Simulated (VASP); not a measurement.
CdTe: single point with PBE

**Experimental background.**

From a printed reference work, data compilation, for a bulk crystal of CdTe at 0 K: band gap 1.607 eV.

The system is CdTe.

```
Te Cd
1.0
     0.00000    3.30876    3.30876
     3.30876    0.00000    3.30876
     3.30876    3.30876    0.00000
Te Cd
1 1
Direct
  0.75000 0.75000 0.75000
  0.00000 0.00000 0.00000
```

```
Program             : VASP 6.6.1
Task                : single point
Functional          : PBE
Potentials or basis : VASP PAW PBE potentials, release 64 (Te, Cd)
Cutoff              : 520 eV
k mesh              : 7 × 7 × 7
Occupations         : fermi-dirac, width 0.05 eV
Spin                : no spin polarisation
```

| Item | Value |
| --- | --- |
| Pressure | 0.1 GPa |
| Band gap on the k mesh | 0.58 eV |

Levels at points of the mesh, in eV from the valence-band top:
```csv
k point,band 5,band 6,band 7,band 8,band 9,band 10,band 11,band 12,band 13,band 14
"(0.00, 0.00, 0.00)",-7.88,-7.88,0.00,0.00,0.00,0.58,4.64,4.64,4.64,7.38
```

It took 25 s on 1 thread of Intel Xeon 8259CL (shared host), peak memory 0.21 GiB.

A measured gap of CdTe is 1.607 eV (0 K; a printed reference work, data compilation); the calculated 0.58 eV misses it by -1.02 eV. So large a miss can be the level of theory's own, or it may mean another phase, state or a wrong row. Spin-orbit coupling on Cd, Te is left out. The value is that of PBE, without temperature or zero-point motion. Semilocal functionals fall short of measured gaps as a rule.

Caveat: spin-orbit coupling is left out, which moves the levels of the heavy elements.
